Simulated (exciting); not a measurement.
Consider PbF2 (Fluorocronite), space group Fm-3m.

```xyz
3
Lattice="0.0000 2.9637 2.9637 2.9637 0.0000 2.9637 2.9637 2.9637 0.0000" Properties=species:S:1:pos:R:3 pbc="T T T"
Pb    0.0000    0.0000    0.0000
F     4.4455    4.4455    4.4455
F     1.4818    1.4818    1.4818
```

Absorber: atom 1, with 8 F at 2.57 Å (cubic, site symmetry m-3m). Method: exciting, all-electron LAPW+lo, PBEsol, exchange and screened direct term (singlet BSE), 4×4×4 shifted k points, 20 conduction bands, |G+q| up to 3 bohr⁻¹ (2 in the exchange term), full RPA screening with nempty = 43, Lorentzian half width 2.9 eV.

The database entry behind the starting cell differs from later determinations by our own check (0.1 to 0.3 % short, probably kX units), so it need not match the best structure at ambient conditions.

Q: Predict the Pb L₃ near-edge structure at this level.

Bound core exciton? No bright one: the first bright state (over 5 % of the brightest) lies at 4.00 eV from the Kohn–Sham onset and at 3.90 eV from the lowest bare transition of its own mesh; weaker or dark states reach down to -1.97 eV. Maxima (height): 9.2 eV (1.00).

Energy from the Kohn–Sham onset, core level to the lowest empty state found on the meshes used; Im ε in relative units:

```
E (eV)  Im ε
 -11.5  0.04
 -11.0  0.04
 -10.5  0.04
 -10.0  0.04
  -9.5  0.04
  -9.0  0.05
  -8.5  0.05
  -8.0  0.05
  -7.5  0.06
  -7.0  0.06
  -6.5  0.06
  -6.0  0.07
  -5.5  0.07
  -5.0  0.08
  -4.5  0.08
  -4.0  0.09
  -3.5  0.10
  -3.0  0.11
  -2.5  0.12
  -2.0  0.13
  -1.5  0.15
  -1.0  0.16
  -0.5  0.18
   0.0  0.20
   0.5  0.22
   1.0  0.25
   1.5  0.28
   2.0  0.31
   2.5  0.35
   3.0  0.39
   3.5  0.43
   4.0  0.48
   4.5  0.53
   5.0  0.57
   5.5  0.62
   6.0  0.68
   6.5  0.74
   7.0  0.81
   7.5  0.87
   8.0  0.93
   8.5  0.98
   9.0  1.00
   9.5  0.99
  10.0  0.97
  10.5  0.94
  11.0  0.91
  11.5  0.88
  12.0  0.85
  12.5  0.83
  13.0  0.82
  13.5  0.82
  14.0  0.82
  14.5  0.82
  15.0  0.82
  15.5  0.82
  16.0  0.81
  16.5  0.79
  17.0  0.77
  17.5  0.73
  18.0  0.70
  18.5  0.66
```

Binding energies aren't converged on 64 k points, and fine structure above the first lines is partly noise of the mesh. The kernel cutoff is low for a compact core orbital, so the effect of exchange is a lower bound. The zero comes from the unshifted 4×4×4 ground-state mesh; it is exact only where the band minimum lies on that mesh. The conduction states carry no spin here, so the exchange coupling to the spinor core hole is only partly held. This core level is treated alone, with no coupling to its spin–orbit partner. The Kohn–Sham onset, 12902 eV, is no photon energy (tabulated edge of the element: 13035 eV): the scale needs a rigid shift. No quasiparticle correction widens the gap or stretches the bands. Vibrations and energy-dependent lifetimes are left out. The structure is a published determination, not relaxed.

[Banner, clock and machine lines of the logs are left out without a mark of their own.]

[Logs are printed without paths, hosts, clocks, repeated set-up lines and the standing remarks that a program may print on its own settings, such as how far it seeks lower states.]

[Hosts, paths, dates, database ids (printed as entryN), source tags and the programs' standing remarks are cut or masked in the printed files.]
